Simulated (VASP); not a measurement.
TiB2:

```
Ti B
1.0
     3.02920    0.00000    0.00000
    -1.51460    2.62336    0.00000
     0.00000    0.00000    3.22840
Ti B
1 2
Cartesian
  0.0000 0.0000 0.0000
  1.5146 0.8745 1.6142
  0.0000 1.7489 1.6142
```

- Program: VASP 6.6.1
- Task: relaxation of cell and atoms
- Functional: PBEsol
- Potentials or basis: VASP PAW PBE potentials, release 64 (Ti_sv, B)
- Cutoff: 600 eV
- k mesh: 8 × 8 × 8
- Occupations: fermi-dirac, width 0.05 eV
- Spin: no spin polarisation

At the start: pressure -4.9 GPa; volume 8.55 Å³/atom.

Problem. How do energy, volume and symmetry change on relaxing?

Solution. Over 5 steps the energy falls by 3.4 meV/atom and the volume is 8.38 Å³/atom (-2.0 %); space group P6/mmm (No. 191, to 0.05 Å).

The path:
| step | energy change (eV) | largest force (eV/Å) | pressure (GPa) | volume (Å³) |
| --- | --- | --- | --- | --- |
| 1 | 0.0000 | 0.0000 | -4.88 | 25.66 |
| 2 | -0.0035 | 0.0000 | 4.88 | 24.70 |
| 3 | -0.0094 | 0.0000 | 0.50 | 25.12 |
| 4 | -0.0103 | 0.0000 | 0.00 | 25.14 |
| 5 | -0.0103 | 0.0000 | 0.00 | 25.14 |

Final structure:
```yaml
crystal:
  lattice:
    - [3.02034, 0.00000, 0.00000]
    - [-1.51017, 2.61569, 0.00000]
    - [0.00000, 0.00000, 3.18165]
  atoms:
    - { symbol: Ti, position: [0.00000, 0.00000, 0.00000] }
    - { symbol: B, position: [0.66667, 0.33333, 0.50000] }
    - { symbol: B, position: [0.33333, 0.66667, 0.50000] }
```

Caveat: the PAW data sets were made with another functional, which shifts forces and pressure a little.
